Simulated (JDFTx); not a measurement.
A run of JDFTx 1.7.0 (patched build) is set up as follows.

Contents of Rh.in:

```
include Rh.lattice
coords-type Lattice
include Rh.ionpos

ion-species pseudo/Rh.upf
elec-cutoff 40
elec-ex-corr mgga-x-scan mgga-c-scan
kpoint-folding 6 6 6
elec-smearing Fermi 0.0018374661
elec-n-bands 14
electronic-SCF nIterations 100 energyDiffThreshold 1e-09
electronic-minimize nIterations 30 energyDiffThreshold 1e-7
forces-output-coords Cartesian
lattice-minimize nIterations 40 energyDiffThreshold 1e-6

dump-name run.$VAR
dump End Ecomponents EigStats BandEigs Kpoints Forces Stress
```

Contents of Rh.lattice:

```
lattice \
    0.0000000000     3.5864167256     3.5864167256 \
    3.5864167256     0.0000000000     3.5864167256 \
    3.5864167256     3.5864167256     0.0000000000
```

Rh.ionpos

```
ion Rh     0.0000000000     0.0000000000     0.0000000000 1
```

Potentials or basis: SG15-PBE-1.2 with smoothed tails.

Launch:

```bash
$ jdftx -c 1 -i Rh.in -o Rh.out
```

Problem. Predict the band gap on the k mesh.

Solution. None (metal or under the smearing width).

Problem. Estimate the relaxed volume.

Solution. 13.58 Å³/atom.

Problem. Predict the relaxed cell.

Solution. a = 2.678 Å, b = 2.678 Å, c = 2.678 Å, α = 60.00°, β = 60.00°, γ = 60.00°.

Problem. What does it give for the space group after relaxing (to 0.05 Å)?

Solution. Fm-3m (No. 225).

Final structure:
```xyz
1
Lattice="0.0000 1.8936 1.8936 1.8936 0.0000 1.8936 1.8936 1.8936 0.0000" Properties=species:S:1:pos:R:3 pbc="T T T"
Rh    0.0000    0.0000    0.0000
```

Caveat: the k mesh is coarse (spacing up to 0.48 Å⁻¹), so the values aren't converged; the potentials were made for another functional, which shifts forces and pressure.
